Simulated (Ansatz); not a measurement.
Crystal: HgTe.

```
Hg Te
1.0
     2.99252   -3.46693    0.00000
     2.99252    3.46693    0.00000
     0.00000    0.00000    5.79816
Hg Te
2 2
Direct
  0.65695 0.34305 0.25000
  0.34305 0.65695 0.75000
  0.21519 0.78481 0.25000
  0.78481 0.21519 0.75000
```

Measurements of this composition are mostly on another form, of space group No. 216.

Base run:

| Quantity | Value |
| --- | --- |
| Program | Ansatz 0.2.0 |
| Functional | r2SCAN |
| Potentials or basis | Ansatz PAW |
| Cutoff | 500 eV |
| Density cutoff | 2000 eV |
| k mesh | 6 × 6 × 5 |
| Occupations | fermi-dirac, width 0.05 eV |
| Spin | no spin polarisation |

Its results: band gap on the k mesh none (metal or under the smearing width); pressure -1.4 GPa; largest force 0.189 eV/Å.

Question: The run is repeated on the same cell with these changes: functional from r2SCAN to LDA; cutoff from 500 eV to 420 eV; density cutoff from 2000 eV to 1680 eV. What comes out?

Answer: Band gap on the k mesh none (metal or under the smearing width); pressure -5.0 GPa; largest force 0.278 eV/Å.

Caveats: the PAW data sets come from PBE, with cores solved anew for the run's functional, which leaves a small shift of forces and pressure.

Not every run made on this cell is shown here.
